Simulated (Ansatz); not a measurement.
Born–Oppenheimer molecular dynamics of a periodic cell of 13 atoms, Ti (surface Ti(0001), adsorbate Ti). It goes on from the last frame of an earlier run, with new velocities.

Level of theory: DFT PBEsol, scalar-relativistic, plane waves, PAW in Ansatz. Settings: cutoff 420 eV, k mesh 3x3x1, fermi-dirac smearing 0.15 eV, no spin polarisation.

```
ensemble        : NVT, Nosé–Hoover chain
time step       : 3 fs
steps asked     : 70
set temperature : 1000 K
thermostat      : time constant 200 fs, chain length 1
atoms held      : 1 to 4
seed            : 606379
```

First frame:

```xyz
13
Lattice="5.9000 0.0000 0.0000 2.9500 5.1095 0.0000 0.0000 0.0000 17.6846" Properties=species:S:1:pos:R:3
Ti 0.000 0.000 1.000
Ti 2.950 0.000 1.000
Ti 1.475 2.555 1.000
Ti 4.425 2.555 1.000
Ti -0.039 1.700 3.164
Ti 2.906 1.674 3.325
Ti 1.322 4.132 3.149
Ti 4.357 4.262 3.235
Ti -0.173 0.099 5.266
Ti 2.819 0.031 5.655
Ti 1.361 2.696 5.761
Ti 4.181 2.590 5.670
Ti 6.330 -0.227 7.278
```

Q: What does the run give?

A: The run went to its last step.

```json
{
  "steps done": "70",
  "time covered": "210 fs",
  "mean temperature over the second half": "793 K",
  "spread of the potential energy over the second half": "13.3 meV per atom",
  "mean potential energy of the second half above the start": "31.6 meV per atom"
}
```

The conserved energy stayed within 0.15 meV per atom of its start (net change 0.022 meV per atom), so the integration is sound. The mean temperature of the second half is 21 % below the set value. A run of 0.21 ps of so small a system gives no equilibrium averages. Limits of this set-up: coarse k mesh, thin slab, slab without dipole correction.

Q: What happens to the structure?

A: Mean squared displacements from the first frame to the last: Ti 0.11 Å². Another seed would give other details.

Q: How do temperature and energy run in time?

A: 
```csv
time (fs),T (K),potential energy less start (eV),conserved less start (meV/atom)
0.0,1000,0.000,0.00
15.0,869,0.152,0.00
30.0,581,0.490,0.09
45.0,453,0.642,0.10
60.0,546,0.541,0.04
75.0,619,0.468,0.02
90.0,583,0.525,0.06
105.0,591,0.534,0.09
120.0,737,0.387,0.05
135.0,895,0.235,0.03
150.0,971,0.186,0.03
165.0,917,0.288,0.00
180.0,685,0.593,0.08
195.0,623,0.694,0.14
210.0,914,0.393,0.02
```

The run took 11 min on 2 threads of Arm Neoverse V2 (shared host), peak memory 1 GiB.
